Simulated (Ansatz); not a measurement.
**Phases of BN at 150 GPa**

Structure types of BN are relaxed in primitive cells with their symmetry kept at 150 GPa, on PAW files; LAPW relaxes the small cells further and takes the PAW cell for the others (marked *). The enthalpy is E + pV at zero temperature, without zero-point motion. Only the types listed were tried, and differences under about 5 meV/atom are mesh noise. The real phase may be another.

Computed with Ansatz 0.2.0; functional PBE, scalar-relativistic. Settings: Fermi–Dirac smearing of 0.05 eV, no spin polarisation. Methods: LAPW: all electrons, basis error target 0.5 meV/atom; PAW: frozen-core files, cutoff 420 eV.

k meshes: rocksalt 17×17×17, CsCl 15×15×15, zincblende 17×17×17, wurtzite 13×13×7, NiAs 13×13×7.

| start type | ends as | a, b, c (Å) | V (Å³/atom) | H − H(lowest), LAPW (meV/atom) |
| --- | --- | --- | --- | --- |
| rocksalt | rocksalt, Fm-3m | 3.227, 3.227, 3.227 | 4.20 | 1304.7 |
| CsCl | CsCl, Pm-3m | 2.084, 2.084, 2.084 | 4.53 | 3737.6 |
| zincblende | zincblende, F-43m | 3.330, 3.330, 3.330 | 4.62 | 0.0 |
| wurtzite* | wurtzite, P6_3mc | 2.344, 2.344, 3.889 | 4.63 | ? |
| NiAs* | NiAs, P6_3/mmc | 2.293, 2.293, 3.720 | 4.23 | ? |

Task: Give the missing entry: row "wurtzite*", column "H − H(lowest), LAPW (meV/atom)".

Result: 30.4.

Task: Give the missing entry: row "NiAs*", column "H − H(lowest), LAPW (meV/atom)".

Result: 1358.1.
